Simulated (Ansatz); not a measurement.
## ZrS$_{2}$: quadrupole couplings from first principles

```yaml
crystal:
  lattice:
    - [3.63000, 0.00000, 0.00000]
    - [-1.81500, 3.14367, 0.00000]
    - [0.00000, 0.00000, 5.85000]
  atoms:
    - { symbol: Zr, position: [0.00000, 0.00000, 0.00000] }
    - { symbol: S, position: [0.33333, 0.66667, 0.24920] }
    - { symbol: S, position: [0.66667, 0.33333, 0.75080] }
```

Atoms are numbered in the order listed.

The cell is COD entry 5910006, as deposited and not checked against the literature; nothing was relaxed.

All numbers are computed: DFT, PBEsol, all-electron PAW with datasets made for the crystal, scalar-relativistic (Ansatz 0.2.0); DFT, PBEsol, PAW with Ansatz's default frozen-core files, scalar-relativistic (Ansatz 0.2.0).

For the crystal-made all-electron datasets (AE datasets): a Γ-centred 10×10×5 k mesh, Fermi–Dirac smearing of 0.01 eV, cutoff 240 eV (chosen by the program for this cell), no spin polarisation. PAW takes a cutoff of 420 eV at this cell (files made with PBE, cores remade for this functional). The Ansatz runs share mesh, smearing and spin set-up.

No spin–orbit coupling: at heavy atoms the gradients can be off by tens of per cent for that reason.

Vzz is the principal value of largest size of the traceless field-gradient tensor, in 10²¹ V/m², and η = (Vxx − Vyy)/Vzz with |Vzz| ≥ |Vyy| ≥ |Vxx|.

| site | site symmetry | Vzz (η), AE datasets | Vzz (η), PAW |
| --- | --- | --- | --- |
| Zr1 | -3m. | -1.49 (η = 0.00) | -1.52 (η = 0.00) |
| S2 | 3m. | 0.13 (η = 0.00) | 0.13 (η = 0.00) |
